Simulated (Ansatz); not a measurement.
# BeTe (F-43m) in Ansatz: convergence with ecutrho ratio

Aim: find how far ecutrho ratio must go before the results for BeTe settle, at PBE. This setting moves, with any that are tied to it; all else stays.

Everything below comes from runs of Ansatz 0.2.0. Logs are shortened: lines on timing, memory, paths and dates and some standing lists are left out, and cuts for length are marked.

### 1 Starting point

It takes space group F-43m (No. 216, cubic). The conventional cell has a = 5.540 Å, b = 5.540 Å, c = 5.540 Å, α = 90.00°, β = 90.00°, γ = 90.00°. Te (site symmetry -43m) is surrounded by 4 Be at 2.40 Å. Be (site symmetry -43m) is surrounded by 4 Te at 2.40 Å.

### 2 With ecutrho ratio 4

Contents of input.yaml:

```yaml
crystal:
  lattice:
    - [0.0, 2.77, 2.77]
    - [2.77, 0.0, 2.77]
    - [2.77, 2.77, 0.0]
  atoms:
    - { symbol: Te, position: [0.75, 0.75, 0.75] }
    - { symbol: Be, position: [0.0, 0.0, 0.0] }
hamiltonian:
  xc: pbe
  pseudopotentials: { kind: paw_fr }
magnetization:
  noncollinear: true
  spin_orbit: true
kpoints:
  mp_grid: { grid: [7, 7, 7] }
scf:
  occupations: { method: gaussian, width: 0.1 }
output:
  forces: true
  stress: true
  eigenvalues: true
basis:
  ecutrho_ratio: 4
```

Potentials or basis: Ansatz PAW.

Run with:

```console
$ ansatz run input.yaml --threads 2 --pin off --max-ram 5632MiB --backend cpu --events-out ev --progress --plain --runs-dir out
```

It took 2.6 s on 2 threads of Arm Neoverse V2, shared host; peak memory 0.39 GiB.

What came out:

```yaml
Free_energy: -7076.1064 eV
Pressure: 4.3 GPa
Band_gap_on_the_k_mesh: 1.63 eV, indirect (least direct gap 3.25 eV)
```

### 3 With ecutrho ratio 5

input.yaml, as its differences from that of step 2:

```diff
@@ -23,2 +23,2 @@
 basis:
-  ecutrho_ratio: 4
+  ecutrho_ratio: 5
```

Potentials or basis: Ansatz PAW.

Run with:

```console
$ ansatz run input.yaml --threads 2 --pin off --max-ram 5632MiB --backend cpu --events-out ev --progress --plain --runs-dir out
```

It took 2.7 s on 2 threads of Arm Neoverse V2, shared host; peak memory 0.41 GiB.

Results:

| Property | Result |
| --- | --- |
| Free energy | -7076.1064 eV |
| Pressure | 4.3 GPa |
| Band gap on the k mesh | 1.63 eV, indirect (least direct gap 3.25 eV) |

### 4 With ecutrho ratio 6

input.yaml, as its differences from that of step 3:

```diff
@@ -23,2 +23,2 @@
 basis:
-  ecutrho_ratio: 5
+  ecutrho_ratio: 6
```

Run with:

```console
$ ansatz run input.yaml --threads 2 --pin off --max-ram 5632MiB --backend cpu --events-out ev --progress --plain --runs-dir out
```

Wall time 2.7 s (2 threads of Arm Neoverse V2, shared host); peak memory 0.42 GiB.

What came out:

- Free energy: -7076.1064 eV
- Pressure: 4.3 GPa
- Band gap on the k mesh: 1.63 eV, indirect (least direct gap 3.25 eV)

### 5 With ecutrho ratio 8

input.yaml, as its differences from that of step 4:

```diff
@@ -23,2 +23,2 @@
 basis:
-  ecutrho_ratio: 6
+  ecutrho_ratio: 8
```

Run with:

```console
$ ansatz run input.yaml --threads 2 --pin off --max-ram 5632MiB --backend cpu --events-out ev --progress --plain --runs-dir out
```

It took 2.8 s on 2 threads of Arm Neoverse V2, shared host; peak memory 0.45 GiB.

It converged, with:

```
Free energy            : -7076.1064 eV
Pressure               : 4.3 GPa
Band gap on the k mesh : 1.63 eV, indirect (least direct gap 3.25 eV)
```

### 6 With ecutrho ratio 10

input.yaml, as its differences from that of step 5:

```diff
@@ -23,2 +23,2 @@
 basis:
-  ecutrho_ratio: 8
+  ecutrho_ratio: 10
```

Potentials or basis: Ansatz PAW.

Run with:

```console
$ ansatz run input.yaml --threads 2 --pin off --max-ram 5632MiB --backend cpu --events-out ev --progress --plain --runs-dir out
```

It took 2.9 s on 2 threads of Arm Neoverse V2, shared host; peak memory 0.49 GiB.

Results (log left out):

* Free energy: -7076.1064 eV
* Pressure: 4.3 GPa
* Band gap on the k mesh: 1.63 eV, indirect (least direct gap 3.25 eV)

### 7 With ecutrho ratio 12

input.yaml, as its differences from that of step 6:

```diff
@@ -23,2 +23,2 @@
 basis:
-  ecutrho_ratio: 10
+  ecutrho_ratio: 12
```

Potentials or basis: Ansatz PAW.

Run with:

```console
$ ansatz run input.yaml --threads 2 --pin off --max-ram 5632MiB --backend cpu --events-out ev --progress --plain --runs-dir out
```

The log of the run:

```text
Warning: RAYON_NUM_THREADS=2 ignored (pool sized by the plan → 2); use --threads N
Engine: ansatz 0.2.0, aarch64-unknown-linux-gnu
Pseudopotentials: kind: paw_fr
Pseudopotential: Te, paw_fr, valence charge 16, recommended cutoff 420 eV (normal), Te.paw.azcp#standard-fr
Pseudopotential: Be, paw_fr, valence charge 2, recommended cutoff 420 eV (normal), Be.paw.azcp#standard-fr
Functional definition: PBE
  parameter kappa = 0.804
  parameter beta = 0.06672455060314922
  exchange = pbe_x(kappa = kappa, mu = beta*pi^2/3)
  correlation = pbe_c(beta = beta)
non-collinear run that drives no moment, with spin-orbit: no starting moment large enough to seed its density (crystal.atoms[].spin), no starting occupations that ask for one, no magnetisation constraint and no magnetic field, so the semilocal B_xc is pinned to zero
Crystal: 2 atoms, lattice volume = 42.508 Å³
Basis set: ecut = 420 eV, 869 PW (Γ), exchange–correlation on 96×96×96 points (8 copies of the dense FFT grid, shifted against one another)
Bands: 26, of which v1, the nominal top of the filled ones, is band 18 counted from 1 (17 counted from 0)
Symmetry: 24 space group operations + 24 with time reversal
Magnetic group: BNS 216.75 (UNI 1577), of the structure as read, at distance tolerance 3.5e-5 Å
k-points: 20 of 343 (time reversal used)
Projection manifold: j_resolved (fully-relativistic pseudo-atomic orbitals)
Non-local potential: Te, projectors of the file, l = 0: 2, l = 1: 4, l = 2: 4, l = 3: 4
Non-local potential: Be, projectors of the file, l = 0: 2, l = 1: 4, l = 2: 2
PAW form: soft (Blöchl's): semilocal exchange-correlation on the pseudo side does not see the compensation charge
PAW one-centre angular grid: Te, 590 points (default); XC on 64 Gauss nodes
PAW one-centre angular grid: Be, 110 points (default); XC on 64 Gauss nodes
[... 11 lines left out ...]
SCF 1 converged in 7 iterations: F = -7076.106420 eV  dr2 = 6.21e-9
SCF converged after 7 iterations
Magnetization: |M| = 0.0000 μB,  M = (+0.0000, +0.0000, +0.0000) μB
Absolute magnetization: 0.0000 μB (∫|m|)
  site 0: m = (+0.0000, +0.0000, +0.0000) μB, |m| = 0.0000 μB  (R = 0.99 Å)
  site 1: m = (+0.0000, +0.0000, +0.0000) μB, |m| = 0.0000 μB  (R = 0.99 Å)
Free energy (F): -7076.106420 eV
Harris-Foulkes:  -7076.106420 eV  (|F-HF|=5.22e-9)
Internal energy: -7076.106420 eV  (E = F + TS)
E sigma→0 (E₀):  -7076.106420 eV
Fermi energy:    9.201546 eV
--- Per-component energies (eV) ---
  E_band       = -257.885016
  E_kinetic    = 201.463000
  E_local      = -1327.801798  (includes V_loc(G=0)·N_el)
  E_nonlocal   = -304.403898
  E_hartree    = 840.521350
  E_xc         = -144.084285
  E_vxc        = -125.021629  (∫ρ·V_xc dr)
  E_paw        = -4725.884994  (= ΣΔE_a)
  E_vpaw       = -383.160735  (= ΣTr[D̂ρ^β])
  E_aug_tail   = -0.000001  (compensation charges beyond the density's cutoff)
  E_ewald      = -1615.915793
  E_smearing   = -0.000000  (= −TS)
  E_closure    = 0.000000  (closes the sum)
  Σ components = -7076.106420   (vs F -7076.106420, Δ=0.00e0)
--- Forces (eV/Å), atoms counted from 1 ---
  atom   1  Te    -0.00000000     0.00000000     0.00000000
  atom   2  Be    -0.00000000    -0.00000000    -0.00000000
  max |Σ_I F_I| component: 2.37e-16 eV/Å
--- Stress (GPa, compression-positive) ---
        4.298924      -0.000000      -0.000000
       -0.000000       4.298924       0.000000
       -0.000000       0.000000       4.298924
  P = ⅓ Tr σ = 4.2989 GPa (42.989 kbar)
--- Band table (eV; the first three rows and the last of 20) ---
  k-point 0: bands = ["-29.0725", "-29.0725", "-29.0725", "-29.0725", "-27.6169", "-27.6169", "-27.6070", "-27.6070", "-27.6070", "-27.6070", "-4.5288", "-4.5288", "7.4348", "7.4348", "8.3899", "8.3899", "8.3899", "8.3899", "11.6387", "11.6387", "11.7052", "11.7052", "11.7052", "11.7052", "12.2948", "12.2948"]
  k-point 1: bands = ["-29.0725", "-29.0723", "-29.0719", "-29.0719", "-27.6162", "-27.6162", "-27.6071", "-27.6071", "-27.6064", "-27.6061", "-4.3229", "-4.3229", "6.2872", "6.2872", "7.5618", "7.5618", "8.0439", "8.0454", "11.7022", "11.7022", "12.0936", "12.0936", "12.1798", "12.1917", "13.8130", "13.8130"]
  k-point 2: bands = ["-29.0722", "-29.0719", "-29.0704", "-29.0704", "-27.6147", "-27.6147", "-27.6071", "-27.6071", "-27.6047", "-27.6044", "-3.7693", "-3.7693", "4.0190", "4.0190", "6.9771", "6.9771", "7.4927", "7.4946", "11.4832", "11.4832", "12.6312", "12.6312", "12.7256", "12.7408", "15.7389", "15.7389"]
  k-point 19: bands = ["-29.0704", "-29.0701", "-29.0695", "-29.0689", "-27.6125", "-27.6118", "-27.6052", "-27.6049", "-27.6041", "-27.6038", "-2.5287", "-2.5287", "3.0551", "3.3744", "3.7261", "4.1175", "5.1693", "5.2615", "12.0097", "12.0867", "14.0913", "14.1414", "14.4504", "14.5312", "14.9949", "15.1928"]
```

Run time: 3 s. Hardware: 2 threads of Arm Neoverse V2, shared host; peak memory 0.51 GiB.

Results:

```
Free energy            : -7076.1064 eV
Pressure               : 4.3 GPa
Band gap on the k mesh : 1.63 eV, indirect (least direct gap 3.25 eV)
```

### 8 Result

| ecutrho ratio | energy less the tightest run, at zero smearing (meV/atom) | SCF cycles | CPU time (s) | peak memory (GiB) |
| --- | --- | --- | --- | --- |
| 4 | 0.00 | 7 | 5 | 0.39 |
| 5 | 0.00 | 7 | 5.1 | 0.41 |
| 6 | 0.00 | 7 | 5.2 | 0.42 |
| 8 | 0.00 | 7 | 5.3 | 0.45 |
| 10 | 0.00 | 7 | 5.6 | 0.49 |
| 12 | 0.00 | 7 | 5.7 | 0.51 |

Against the tightest run, the energy stays within 1 meV/atom from 4 on. The tightest run that finished is the yardstick and may itself not be fully converged.

Caveats: odd divisions of the mesh miss points on the zone boundary, where band edges often lie, so the gap on the mesh can be too wide.
